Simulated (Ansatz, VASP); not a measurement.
# CaO in VASP and in Ansatz

INCAR

```
PREC     = Accurate       # precision mode
ENCUT    = 600            # plane-wave cutoff, eV
EDIFF    = 1E-7           # SCF threshold, eV
ISMEAR   = 0              # smearing method
SIGMA    = 0.1            # smearing width, eV
LREAL    = F              # projectors in reciprocal space
LASPH    = T              # aspherical terms in the spheres
NELM     = 80             # most SCF steps
ALGO     = Normal         # electronic algorithm
ISIF     = 3              # what is computed and relaxed
LWAVE    = F              # write WAVECAR
LCHARG   = F              # write CHGCAR
GGA      = PE             # functional
IBRION   = 2              # ionic algorithm
NSW      = 80             # ionic steps
EDIFFG   = -0.05          # ionic threshold
```

File KPOINTS:

```
regular mesh
0
Gamma
  8 8 8
```

The input POSCAR:

```
CaO
1.0
    0.0000000000      2.3555123086      2.3555123086
    2.3555123086      0.0000000000      2.3555123086
    2.3555123086      2.3555123086      0.0000000000
Ca O
1 1
Direct
    0.0000000000      0.0000000000      0.0000000000
    0.5000000000      0.5000000000      0.5000000000
```

Input for Ansatz:

```yaml
crystal:
  lattice:
    - [0.0, 2.3555123086, 2.3555123086]
    - [2.3555123086, 0.0, 2.3555123086]
    - [2.3555123086, 2.3555123086, 0.0]
  atoms:
    - { symbol: Ca, position: [0.0, 0.0, 0.0] }
    - { symbol: O, position: [0.5, 0.5, 0.5] }
basis:
  ecutwfc: 420
kpoints:
  mp_grid: { grid: [8, 8, 8] }
hamiltonian:
  xc: pbe
scf:
  occupations: { method: gaussian, width: 0.1 }
output:
  forces: true
  stress: true
  eigenvalues: true
relax:
  adjacent_minimum: "off"
  f_tol: 0.05
  max_steps: 60
  cell: { stress_tol: 0.5 }
```

Alike in both runs: task relaxation of cell and atoms; functional PBE; k mesh 8 × 8 × 8; occupations gaussian, width 0.1 eV; no spin polarisation.

|  | VASP | Ansatz |
| --- | --- | --- |
| version | VASP 6.6.1 | Ansatz 0.2.0 |
| potentials or method | VASP PAW PBE potentials, release 64 (Ca_sv, O) | scalar-relativistic, plane waves, PAW |
| plane-wave cutoff (eV) | 600 | 420 |
| valence electrons in the cell | 16 | 16 |

```tsv
	VASP	Ansatz	Ansatz less VASP
gap on the k mesh at the Fermi level, each at its own relaxed structure (eV)	3.64	3.66	+0.016
relaxed volume (Å³/atom)	14.16	14.04	-0.114
relaxed cell length with the largest relative difference (Å)	3.421	3.412	-0.0092
energy change over the relaxation (meV/atom)	-32	-28	+3.8
```

 A k mesh can miss the band edges.
